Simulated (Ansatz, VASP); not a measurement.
## LiCl: VASP beside Ansatz

```
Cl Li
1.0
     0.00000    2.56477    2.56477
     2.56477    0.00000    2.56477
     2.56477    2.56477    0.00000
Cl Li
1 1
Direct
  0.50000 0.50000 0.50000
  0.00000 0.00000 0.00000
```

Alike in both runs: functional RPBE; k mesh 9 × 9 × 9; occupations fermi-dirac, width 0.05 eV; no spin polarisation.

```csv
,VASP,Ansatz
version,VASP 6.6.1,Ansatz 0.2.0
potentials or method,"VASP PAW PBE potentials, release 64 (Cl, Li_sv), cutoff 520 eV","all-electron LAPW, scalar-relativistic"
task,single point,band structure
```

Ansatz gave:

```
gap on the k mesh at the Fermi level (eV) : 6.58
least direct gap on the mesh (eV)         : 6.58
```

Problem. Which values does VASP return?

Solution. gap on the k mesh at the Fermi level (eV): 6.60; least direct gap on the mesh (eV): 6.60.

Ansatz ran all-electron here, so the differences hold the error of VASP's frozen core and of both bases.

Caveats: an odd mesh through Γ misses points on the zone boundary, where band edges often lie (VASP). As with any semilocal functional, this RPBE gap is likely too small.
